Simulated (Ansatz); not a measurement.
# Ge: one candidate structure

Where does Ge go from the start given, Ga type (Cmcm, No. 63)?

Program: Ansatz 0.2.0. Level of theory: DFT PBE, scalar-relativistic, plane waves, PAW. These are calculated values, not measurements.

## Step 1: The structure to begin with

The structure is orthorhombic, space group Cmcm (No. 63). The conventional cell has a = 3.134 Å, b = 8.785 Å, c = 3.426 Å, α = 90.00°, β = 90.00°, γ = 90.00°. Ge (site symmetry m2m) has 8 Ge at 2.90 to 3.13 Å as nearest neighbours.

As a file:

```xyz
2
Lattice="1.5669 -4.3927 0.0000 1.5669 4.3927 0.0000 0.0000 0.0000 3.4256" Properties=species:S:1:pos:R:3 pbc="T T T"
Ge    1.5669   -3.2243    0.8564
Ge    1.5669    3.2243    2.5692
```

(A quick probe on a coarse mesh, which set the mesh and smearing, is not shown.)

## Step 3: Rough relaxation on the coarse mesh

The input, input.yaml:

```yaml
crystal:
  lattice:
    - [1.5669079561, -4.3927454079, 0.0]
    - [1.5669079561, 4.3927454079, 0.0]
    - [0.0, 0.0, 3.4255849798]
  atoms:
    - { symbol: Ge, position: [0.867, 0.133, 0.25] }
    - { symbol: Ge, position: [0.133, 0.867, 0.75] }
basis:
  ecutwfc: 420
kpoints:
  mp_grid: { grid: [6, 6, 6] }
hamiltonian:
  xc: pbe
scf:
  occupations: { method: gaussian, width: 0.1 }
  lower_state_search: "off"
output:
  forces: true
  stress: true
  eigenvalues: true
relax:
  adjacent_minimum: "off"
  f_tol: 0.04
  max_steps: 70
  cell: { stress_tol: 0.4 }
```

The session goes on with these runs: full relaxation.

Before running it: what results should come out?

The runs gave:

| quantity | value |
| --- | --- |
| cell (conventional) | a = 2.928 Å, b = 7.323 Å, c = 3.709 Å, α = 90.00°, β = 90.00°, γ = 90.00° |
| space group | Cmcm (No. 63) |
| volume | 19.88 Å³/atom |
| gap on the mesh | none (metal) |

The space group stayed Cmcm, and from the first guess the volume went from 23.58 to 19.88 Å³/atom.
